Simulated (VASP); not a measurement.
# Li2O (Fm-3m) in VASP: a series of runs

Runs on Li2O. Level: r2SCAN. Tasks: relaxation of cell and atoms, single point.

Program: VASP 6.6.1. These are calculated values, not measurements. Logs are shortened: lines on timing, memory, paths and dates and some standing lists are left out, and cuts for length are marked.

## (1) The structure

It takes space group Fm-3m (No. 225, cubic). The conventional cell has a = 4.610 Å, b = 4.610 Å, c = 4.610 Å, α = 90.00°, β = 90.00°, γ = 90.00°. Around Li (site symmetry -43m) lie 4 O at 2.00 Å. O (site symmetry m-3m) is surrounded by 8 Li at 2.00 Å.

## (2) Relaxation of cell and atoms, r2SCAN (cell and atoms relaxed tightly for response)

POSCAR reads:

```
Li2O
1.0
    0.0000000000      2.2863730496      2.2863730496
    2.2863730496      0.0000000000      2.2863730496
    2.2863730496      2.2863730496      0.0000000000
Li O
2 1
Direct
    0.2500000000      0.2500000000      0.2500000000
    0.7500000000      0.7500000000      0.7500000000
    0.0000000000      0.0000000000      0.0000000000
```

INCAR.step1 reads:

```
  PREC = Accurate
  ENCUT = 600
  ISMEAR = 0
  SIGMA = 0.01
  LREAL = False
  LASPH = True
  NELM = 100
  GGA = PE
  ALGO = Normal
  EDIFF = 1E-4
  LWAVE = True
  LCHARG = False
```

INCAR.step2 reads:

```
  PREC = Accurate
  ENCUT = 600
  EDIFF = 1E-7
  ISMEAR = 0
  SIGMA = 0.01
  LREAL = False
  LASPH = True
  NELM = 100
  ALGO = Normal
  ISIF = 3
  LWAVE = False
  LCHARG = False
  METAGGA = R2SCAN
  LMIXTAU = True
  IBRION = 2
  NSW = 80
  EDIFFG = -0.001
  ISTART = 1
```

KPOINTS reads:

```
Automatic mesh
0
Gamma
  8 8 8
```

Potentials or basis: VASP PAW PBE potentials, release 64 (Li_sv, O).

Launch:

```
$ cat potpaw_PBE.64/Li_sv/POTCAR potpaw_PBE.64/O/POTCAR > POTCAR
$ cp INCAR.step1 INCAR
$ mpirun -np 1 vasp_std > vasp.out
$ cp INCAR.step2 INCAR
$ mpirun -np 1 vasp_std > vasp.out
```

OUTCAR:

```text
PREC = Accurate
   ENCUT = 600
   EDIFF = 1E-7
   ISMEAR = 0
   LREAL = False
   LASPH = True
   NELM = 100
   ISIF = 3
   METAGGA = R2SCAN
   IBRION = 2
   NSW = 80
   EDIFFG = -0.001
   ISTART = 1

 ion  position               nearest neighbor table
   1  0.250  0.250  0.250-   3 1.98   3 1.98   3 1.98   3 1.98   2 2.29   2 2.29   2 2.29   2 2.29
                             2 2.29   2 2.29
   2  0.750  0.750  0.750-   3 1.98   3 1.98   3 1.98   3 1.98   1 2.29   1 2.29   1 2.29   1 2.29
                             1 2.29   1 2.29
   3  0.000  0.000  0.000-   2 1.98   2 1.98   2 1.98   1 1.98   2 1.98   1 1.98   1 1.98   1 1.98

  LATTYP: Found a face centered cubic cell.
 ALAT       =     4.5727460992

  Lattice vectors:

 A1 = (   0.0000000000,   2.2863730496,   2.2863730496)
 A2 = (   2.2863730496,   0.0000000000,   2.2863730496)
 A3 = (   2.2863730496,   2.2863730496,   0.0000000000)

Analysis of symmetry for initial positions (statically):
=====================================================================
 Subroutine PRICEL returns:
 Original cell was already a primitive cell.

 Routine SETGRP: Setting up the symmetry group for a
 face centered cubic supercell.

 Subroutine GETGRP returns: Found 48 space group operations
 (whereof 48 operations were pure point group operations)
 out of a pool of 48 trial point group operations.

The static configuration has the point symmetry O_h .

Analysis of symmetry for dynamics (positions and initial velocities):
=====================================================================
 Subroutine PRICEL returns:
 Original cell was already a primitive cell.

 Routine SETGRP: Setting up the symmetry group for a
 face centered cubic supercell.

 Subroutine GETGRP returns: Found 48 space group operations
 (whereof 48 operations were pure point group operations)
 out of a pool of 48 trial point group operations.

The dynamic configuration has the point symmetry O_h .

 Subroutine INISYM returns: Found 48 space group operations
 (whereof 48 operations are pure point group operations),
 and found     1 'primitive' translations

----------------------------------------------------------------------------------------

                                     Primitive cell

  volume of cell :      23.9040

  direct lattice vectors                    reciprocal lattice vectors
     0.000000000  2.286373050  2.286373050    -0.218686972  0.218686972  0.218686972
     2.286373050  0.000000000  2.286373050     0.218686972 -0.218686972  0.218686972
     2.286373050  2.286373050  0.000000000     0.218686972  0.218686972 -0.218686972

  length of vectors
     3.233419775  3.233419775  3.233419775     0.378776947  0.378776947  0.378776947

  position of ions in fractional coordinates (direct lattice)
     0.250000000  0.250000000  0.250000000
     0.750000000  0.750000000  0.750000000
     0.000000000  0.000000000  0.000000000

  ion indices of the primitive-cell ions
   primitive index   ion index
                 1           1
                 2           2
                 3           3

----------------------------------------------------------------------------------------

 KPOINTS: Automatic mesh

Automatic generation of k-mesh.
 Grid dimensions read from file:
 generate k-points for:    8    8    8

 Generating k-lattice:

  Cartesian coordinates                     Fractional coordinates (reciprocal lattice)
    -0.027335872  0.027335872  0.027335872     0.125000000  0.000000000  0.000000000
     0.027335872 -0.027335872  0.027335872     0.000000000  0.125000000  0.000000000
     0.027335872  0.027335872 -0.027335872     0.000000000  0.000000000  0.125000000

  Length of vectors
     0.047347118  0.047347118  0.047347118

  Shift w.r.t. Gamma in fractional coordinates (k-lattice)
     0.000000000  0.000000000  0.000000000

 Subroutine IBZKPT returns following result:
 ===========================================

 Found     29 irreducible k-points:

 Following reciprocal coordinates:
            Coordinates               Weight
  0.000000  0.000000  0.000000      1.000000
  0.125000  0.000000  0.000000      8.000000
  0.250000  0.000000  0.000000      8.000000
  0.375000  0.000000  0.000000      8.000000
  0.500000  0.000000  0.000000      4.000000
  0.125000  0.125000  0.000000      6.000000
[... 16 lines left out ...]
  0.500000  0.250000  0.125000     48.000000
 -0.375000  0.250000  0.125000     24.000000
 [... further k-points ...]
   k-points           NKPTS =     29   k-points in BZ     NKDIM =     29   number of bands    NBANDS=     10
   number of dos      NEDOS =    301   number of ions     NIONS =      3
   total plane-waves  NPLWV =  21952
   dimension x,y,z NGX =    28 NGY =   28 NGZ =   28
   dimension x,y,z NGXF=    56 NGYF=   56 NGZF=   56
   ions per type =               2   1
   NGX,Y,Z   is equivalent  to a cutoff of  14.40, 14.40, 14.40 a.u.
   NGXF,Y,Z  is equivalent  to a cutoff of  28.79, 28.79, 28.79 a.u.
 SYSTEM =  unknown system
   PREC   = accura    normal or accurate (medium, high low for compatibility)
   ISTART =      1    job   : 0-new  1-cont  2-samecut
   ICHARG =      0    charge: 1-file 2-atom 10-const
   ISPIN  =      1    spin polarized calculation?
   LNONCOLLINEAR =      F non collinear calculations
   LSORBIT =      F    spin-orbit coupling
   LASPH  =      T    aspherical Exc in radial PAW
   ENCUT  =  600.0 eV  44.10 Ry    6.64 a.u.   6.46  6.46  6.46*2*pi/ulx,y,z
   NELM   =    100;   NELMIN=  2; NELMDL=  0     # of ELM steps
   EDIFF  = 0.1E-06   stopping-criterion for ELM
   LREAL  =      F    real-space projection
   EDIFFG = -.1E-02   stopping-criterion for IOM
   NSW    =     80    number of steps for IOM
   IBRION =      2    ionic relax: 0-MD 1-quasi-New 2-CG
   NFREE  =      1    steps in history (QN), initial steepest desc. (CG)
   ISIF   =      3    stress and relaxation
   ISYM   =      2    0-nonsym 1-usesym 2-fastsym
   POTIM  = 0.5000    time-step for ionic-motion
   TEBEG  =    0.0;   TEEND  =   0.0 temperature during run
   PSTRESS=    0.0 pullay stress
   NELECT =      12.0000    total number of electrons
   NUPDOWN=      -1.0000    fix difference up-down
   EMIN   =  10.00;   EMAX   =-10.00  energy-range for DOS
   EFERMI =   0.00;   METHOD = LEGACY
   ISMEAR =     0;   SIGMA  =   0.01  broadening in eV -4-tet -1-fermi 0-gaus
   EFERMI_NEDOS =   21; number of points for ismear=-14 and -15
   IALGO  =     38    algorithm
   IMIX   =      4    mixing-type and parameters
     AMIX     =   0.40;   BMIX     =  1.00
     AMIX_MAG =   1.60;   BMIX_MAG =  1.00
  volume/ion in A,a.u.               =       7.97        53.77
  Fermi-wavevector in a.u.,A,eV,Ry     =   1.301102  2.458727 23.032861  1.692868
  Thomas-Fermi vector in A             =   2.432258
   LORBIT       =      0    0 simple, 1 ext, 2 COOP (PROOUT), +10 PAW based schemes
   METAGGA = R2SCAN    functional components
   LHFCALC =     F    Hartree Fock is set to
   AEXX    =    0.0000 exact exchange contribution
   IVDW    =     0    specifies the selected vdW correction
   LEPSILON=     F    determine dielectric tensor
   LRPA    =     F    only Hartree local field effects (RPA)
 conjugate gradient relaxation of ions
 non-spin polarized calculation
 Gauss-broadening in eV      SIGMA  =   0.01
  energy-cutoff  :      600.00
  volume of cell :       23.90
 maximum number of plane-waves:       821
 NGX is ok and might be reduce to    28
   NGX = 13   NGY = 13   NGZ = 13

--------------------------------------- Ionic step        1  -------------------------------------------

 number of electron      12.0000004 magnetization

 Free energy of the ion-electron system (eV)
  ---------------------------------------------------
  ext. energy  EPLUGINS =         0.00000000
  ---------------------------------------------------
  free energy    TOTEN  =       -16.83594000 eV

  energy without entropy =      -16.83594000  energy(sigma->0) =      -16.83594000

------------------------ aborting loop because EDIFF is reached ----------------------------------------

  FORCE on cell =-STRESS in cart. coord.  units (eV):
  Direction    XX          YY          ZZ          XY          YZ          ZX
  --------------------------------------------------------------------------------------
  -------------------------------------------------------------------------------------
  Total       -0.0245713     -0.0245713     -0.0245713      0.0000000     -0.0000000      0.0000000
  in kB       -1.6468988     -1.6468988     -1.6468988      0.0000000     -0.0000000      0.0000000
  external PRESSURE =      -1.6468988 kB  Pullay stress =       0.0000000 kB
[... 59 lines left out ...]
  energy  without entropy=      -16.8359247414  energy(sigma->0) =      -16.83592474

--------------------------------------- Ionic step        3  -------------------------------------------

 number of electron      12.0000004 magnetization

 Free energy of the ion-electron system (eV)
  ---------------------------------------------------
  ext. energy  EPLUGINS =         0.00000000
  ---------------------------------------------------
  free energy    TOTEN  =       -16.83591162 eV

  energy without entropy =      -16.83591162  energy(sigma->0) =      -16.83591162

 E-fermi :   1.1513     XC(G=0): -10.4187

 val. band max:        1.1113014465   @ k =   0.0000   0.0000   0.0000
 cond. band min:       6.8435514684   @ k =   0.5000   0.5000   0.0000
 fundamental gap:      5.7322500219
 Fermi energy:         1.1512700121

 k-point     1 :       0.0000    0.0000    0.0000
  band No.  band energies     occupation
      1     -43.1421      2.00000
      2     -42.7898      2.00000
      3     -15.3104      2.00000
      4       1.1113      2.00000
      5       1.1113      2.00000
      6       1.1113      2.00000
      7       7.4796      0.00000
      8      14.4062      0.00000
      9      14.4064      0.00000
     10      14.4064      0.00000
[... 287 lines left out ...]
 k-point    24 :      -0.3750    0.2500    0.1250
  band No.  band energies     occupation
      1     -42.9481      2.00000
      2     -42.9472      2.00000
      3     -15.0828      2.00000
      4      -1.3703      2.00000
      5       0.0955      2.00000
      6       0.2812      2.00000
      7       9.9787      0.00000
      8      12.7008      0.00000
      9      15.5373      0.00000
     10      16.0101      0.00000

 [... further k-points ...]
[... 5 lines left out ...]
  --------------------------------------------------------------------------------------
  -------------------------------------------------------------------------------------
  Total       -0.0000565     -0.0000565     -0.0000565      0.0000000      0.0000000      0.0000000
  in kB       -0.0037918     -0.0037918     -0.0037918      0.0000000      0.0000000      0.0000000
  external PRESSURE =      -0.0037918 kB  Pullay stress =       0.0000000 kB
[... 18 lines left out ...]
  FREE ENERGIE OF THE ION-ELECTRON SYSTEM (eV)
  ---------------------------------------------------
  free  energy   TOTEN  =       -16.8359116222 eV

  energy  without entropy=      -16.8359116222  energy(sigma->0) =      -16.83591162

 reached required accuracy - stopping structural energy minimisation
```

Run time: 60 s. Hardware: 1 thread of Intel Xeon 6975P-C (Granite Rapids), shared host; peak memory 0.15 GiB.

Results:

```
Free energy                            : -16.8359 eV
Relaxed volume                         : 7.95 Å³/atom
Relaxed cell                           : a = 3.232 Å, b = 3.232 Å, c = 3.232 Å, α = 60.00°, β = 60.00°, γ = 60.00°
Space group after relaxing (to 0.05 Å) : Fm-3m (No. 225)
Energy gained by relaxing              : 0.0 meV/atom
Ionic steps                            : 3
Pressure after relaxing                : 0.0 GPa
Band gap on the k mesh                 : 5.73 eV, indirect (least direct gap 6.37 eV)
```

Final structure:
```
Li O
1.0
     0.00000    2.28506    2.28506
     2.28506    0.00000    2.28506
     2.28506    2.28506    0.00000
Li O
2 1
Direct
  0.25000 0.25000 0.25000
  0.75000 0.75000 0.75000
  0.00000 0.00000 0.00000
```

Caveat: the cutoff is under 1.25 times the usual one of these potentials, so pressure, stress and relaxed cells hold a basis-set (Pulay) error; the PAW data sets were made with another functional, which shifts forces and pressure a little.

## (3) Single point, r2SCAN

POSCAR reads:

```
Li2O
1.0
    0.0000000000      2.3050000000      2.3050000000
    2.3050000000      0.0000000000      2.3050000000
    2.3050000000      2.3050000000      0.0000000000
Li O
2 1
Direct
    0.2500000000      0.2500000000      0.2500000000
    0.7500000000      0.7500000000      0.7500000000
    0.0000000000      0.0000000000      0.0000000000
```

INCAR.step1 reads:

```
SYSTEM = Li2O
ALGO = Normal
EDIFF = 1E-4
ENCUT = 520
GGA = PE
ISMEAR = 0
LASPH = .TRUE.
LCHARG = .FALSE.
LREAL = .FALSE.
LWAVE = .TRUE.
NBANDS = 13
NELM = 100
PREC = Accurate
SIGMA = 0.1
```

INCAR.step2 reads:

```
SYSTEM = Li2O
ALGO = Normal
EDIFF = 1E-6
ENCUT = 520
ISIF = 2
ISMEAR = 0
ISTART = 1
LASPH = .TRUE.
LCHARG = .FALSE.
LMIXTAU = .TRUE.
LREAL = .FALSE.
LWAVE = .FALSE.
METAGGA = R2SCAN
NBANDS = 13
NELM = 100
PREC = Accurate
SIGMA = 0.1
```

KPOINTS reads:

```
k-points
0
G
  6 6 6
  0 0 0
```

Potentials or basis: VASP PAW PBE potentials, release 64 (Li_sv, O).

Launch:

```
$ cat potpaw_PBE.64/Li_sv/POTCAR potpaw_PBE.64/O/POTCAR > POTCAR
$ cp INCAR.step1 INCAR
$ mpirun -np 1 vasp_std > vasp.out
$ cp INCAR.step2 INCAR
$ mpirun -np 1 vasp_std > vasp.out
```

Wall time 12 s (1 thread of Intel Xeon 6975P-C (Granite Rapids), shared host); peak memory 0.13 GiB.

Results (log left out):

```
Free energy            : -16.8281 eV
Band gap on the k mesh : 5.68 eV, indirect (least direct gap 6.14 eV)
```

Levels at points of the mesh, in eV from the valence-band top:
```tsv
k point	band 2	band 3	band 4	band 5	band 6	band 7	band 8	band 9	band 10	band 11
(0.00, 0.00, 0.00)	-43.96	-16.38	0.00	0.00	0.00	6.14	13.13	13.13	13.14	20.27
(0.50, 0.00, 0.00)	-44.11	-16.18	-2.74	-0.45	-0.45	10.12	10.92	13.09	13.09	19.40
(0.50, 0.50, 0.00)	-44.05	-16.14	-1.57	-1.39	-1.39	5.68	14.81	14.81	16.10	17.14
```

Caveat: the cutoff is under 1.25 times the usual one of these potentials, so pressure, stress and relaxed cells hold a basis-set (Pulay) error; the PAW data sets were made with another functional, which shifts forces and pressure a little. A k mesh can miss the band edges.
